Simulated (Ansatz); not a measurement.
Crystal: In.

```
CELL_PARAMETERS angstrom
-1.62547 1.62547 2.47370
1.62547 -1.62547 2.47370
1.62547 1.62547 -2.47370
ATOMIC_POSITIONS crystal
In 0.00000 0.00000 0.00000
```

A run of Ansatz 0.2.0 on this cell left the log below. Logs are shortened: lines on timing, memory, paths and dates and some standing lists are left out, and cuts for length are marked.

```text
GPUs: using 1 of 1 available (devices: 1).
Engine: ansatz 0.2.0, x86_64-unknown-linux-gnu
Pseudopotentials: kind: paw
Pseudopotential: In, paw, valence charge 13, recommended cutoff 420 eV (normal), In.paw.azcp
Functional definition: B3LYP
  parameter a0 = 0.2
  parameter ax = 0.72
  parameter ac = 0.81
  exchange = (1 - a0 - ax)*slater_x + ax*b88_x + a0*exact_x
  correlation = (1 - ac)*vwn_rpa_c + ac*lyp_c
device memory: the entry about to start is reckoned to put 0.4 GiB on a device that reports 34.5 GiB free (of which the cap on the GPU budget leaves the run 18.0 GiB)
GPU FFT provider: cuFFT
GPU libraries: cuBLAS 13.8.2, cuFFT 12.4.0, cuSOLVER 12.3.4
Crystal: 1 atoms, lattice volume = 26.144 Å³
Basis set: ecut = 420 eV, 533 PW (Γ), exchange–correlation on 48×48×48 points (8 copies of the dense FFT grid, shifted against one another)
Bands: 11, of which v1, the nominal top of the filled ones, is band 7 counted from 1 (6 counted from 0)
Symmetry: 16 space group operations
Space group: I4/mmm (ITA 139), of the structure as read, at distance tolerance 3.0e-5 Å
k-points: 30 of 216
Non-local potential: In, projectors of the file, l = 0: 2, l = 1: 2, l = 2: 2, l = 3: 2
PAW form: soft (Blöchl's): semilocal exchange-correlation on the pseudo side does not see the compensation charge
PAW frozen core: In, regenerated for the run's functional, and the local potential with it (the file was generated under x = pbe(κ = 0.804, μ = 0.2195149727645171), c = pbe(β = 0.06672455060314922))
PAW one-centre angular grid: In, 590 points (default); XC on 64 Gauss nodes
Initial density: superposition of atomic densities (neutral atoms: chi_scale 0, normalization atom), corrected by the library's trained network
Initial wavefunctions: pseudopotential atomic-orbital guess
GPU buffer pool allocated for 13824 grid points (all kernels)
GPU transforms: local potential and band sums: pruned to the plane-wave sphere, on 24×24×24
Functional: x = 0.1 slater + 0.9 b88, c = 0.19 vwn_rpa + 0.81 lyp, warm-up for x = 0.08 slater + 0.72 b88 + 0.2 exact, c = 0.19 vwn_rpa + 0.81 lyp
SCF iter   1: F=—  HF=-5608.919430 eV  |F-HF|=—  |Δ(HF+E_count)|=         —  Δρ=4.54e-3  dr2=3.60e-3  ethr=1.77e-3  ⟨swp⟩=10.5  Hψ=1628  notcnv=1
preconditioner: auto → none  [insulator: Δε(μ)=0.180 eV  Ē_g=19.892 eV  σ=0.050 eV  W_gap=0.68  n_scr=8 (ndim 8)  ℏωp=26.2 eV  f_vac=0.000  D(μ)=0.44/eV (n_scr^D=0)]
SCF iter   2: F=—  HF=-5608.920123 eV  |F-HF|=—  |Δ(HF+E_count)|=   6.93e-4  Δρ=2.20e-3  dr2=8.55e-4  ethr=2.77e-5  ⟨swp⟩=4.7  Hψ=860  notcnv=0  defer=15
iter 3 solved again at ethr=6.73e-9 eV; its pass at ethr=6.57e-6 eV (dr2=8.75e-7 eV) is discarded
SCF iter   3: F=—  HF=-5608.920396 eV  |F-HF|=—  |Δ(HF+E_count)|=   2.73e-4  Δρ=1.08e-4  dr2=1.80e-6  ethr=6.73e-9  ⟨swp⟩=5.2  Hψ=1764  notcnv=0  defer=2
[... 243 lines left out ...]
Free energy (F): -5611.876373 eV
Frozen-core exchange: fock
Harris-Foulkes:  -5611.876373 eV  (|F-HF|=3.64e-12)
Internal energy: -5611.874901 eV  (E = F + TS)
E sigma→0 (E₀):  -5611.875637 eV
Entropy (-TS):   -0.001472 eV (-1.472 meV/atom)
Fermi energy:    9.292547 eV
--- Per-component energies (eV) ---
  E_band       = -59.660115
  E_kinetic    = 241.067277
  E_local      = -1136.560961  (includes V_loc(G=0)·N_el)
  E_nonlocal   = 364.719676
  E_hartree    = 445.321287
  E_xc         = -175.633172
  E_vxc        = -80.644159  (∫ρ·V_xc dr)
  E_exx        = -29.749384  (= α·E_x^exact, valence–valence)
  E_paw        = -4176.332607  (= ΣΔE_a)
  E_vpaw       = -279.385832  (= ΣTr[D̂ρ^β])
  E_aug_tail   = 0.000027  (compensation charges beyond the density's cutoff)
  E_ewald      = -1144.968322
  E_core_change = 0.261279  (= ΣΔE_core)
  E_smearing   = -0.001472  (= −TS)
  E_closure    = -0.000000  (closes the sum)
  Σ components = -5611.876373   (vs F -5611.876373, Δ=0.00e0)
--- Forces (eV/Å), atoms counted from 1 ---
  atom   1  In     0.00000000     0.00000000     0.00000000
  max |Σ_I F_I| component: 4.65e-25 eV/Å
--- Stress (GPa, compression-positive) ---
       -0.007028       0.000000       0.000000
        0.000000      -0.007028       0.000000
        0.000000       0.000000      -0.012163
  P = ⅓ Tr σ = -0.0087 GPa (-0.087 kbar)
--- Band table (eV; the first three rows and the last of 30) ---
  k-point 0: bands = ["-7.5820", "-7.4526", "-7.4526", "-7.4189", "-7.3128", "-1.0746", "19.6199", "19.6199", "19.7395", "21.6671", "23.2719"]
  k-point 1: bands = ["-7.4989", "-7.4832", "-7.4058", "-7.4039", "-7.3424", "-0.1988", "16.7186", "17.1029", "17.4336", "19.3504", "22.0881"]
  k-point 2: bands = ["-7.5914", "-7.5115", "-7.3054", "-7.2879", "-7.2726", "2.5031", "13.1121", "13.8946", "14.4975", "17.5235", "17.5873"]
  k-point 29: bands = ["-7.7010", "-7.5730", "-7.2420", "-7.2210", "-7.2210", "5.0375", "6.1455", "14.5135", "14.5135", "18.0794", "18.0804"]
--- Relaxed structure (4 steps of the walk, 4 accepted, 1 SCFs on fresh bases) ---
  F+E_penalty+E_count = -5611.87637343 eV   max|allowed force component| = 0.000e0 eV/Å   (the final SCF, on the basis selected at the relaxed cell)
  cell:  # Å, volume = 28.8946 Å³
    - [-1.6650786668098356, 1.6650786668098356, 2.6054734933586032]
    - [1.6650786668098356, -1.6650786668098356, 2.6054734933586032]
    - [1.6650786668098356, 1.6650786668098356, -2.6054734933586032]
  atoms:
    - { symbol: In, position: [0.0, 0.0, 0.0] }
```

Q: What input gives this log?

A: Relaxation of cell and atoms with B3LYP, no spin polarisation. The files as run (others can give the same):

input
```
crystal:
  lattice:
    - [-1.62547, 1.62547, 2.4737]
    - [1.62547, -1.62547, 2.4737]
    - [1.62547, 1.62547, -2.4737]
  atoms:
    - { symbol: In, position: [0.0, 0.0, 0.0] }
hamiltonian:
  xc: b3lyp
  pseudopotentials: { kind: paw }
kpoints:
  mp_grid: { grid: [6, 6, 6] }
scf:
  occupations: { method: fermi_dirac, width: 0.05 }
output:
  forces: true
  stress: true
  eigenvalues: true
relax:
  f_tol: 0.01
  max_steps: 40
  cell: { stress_tol: 0.05 }
```

Caveat: the k mesh is coarse (spacing up to 0.46 Å⁻¹), so the values aren't converged, least of all with exact exchange; the plane-wave basis is chosen anew once the cell has moved, so the energies of steps on either side of that aren't comparable; the volume moved by +11 % from the deposited cell, more than functionals usually miss; the PAW data sets come from PBE, with cores solved anew for the run's functional, which leaves a small shift of forces and pressure.
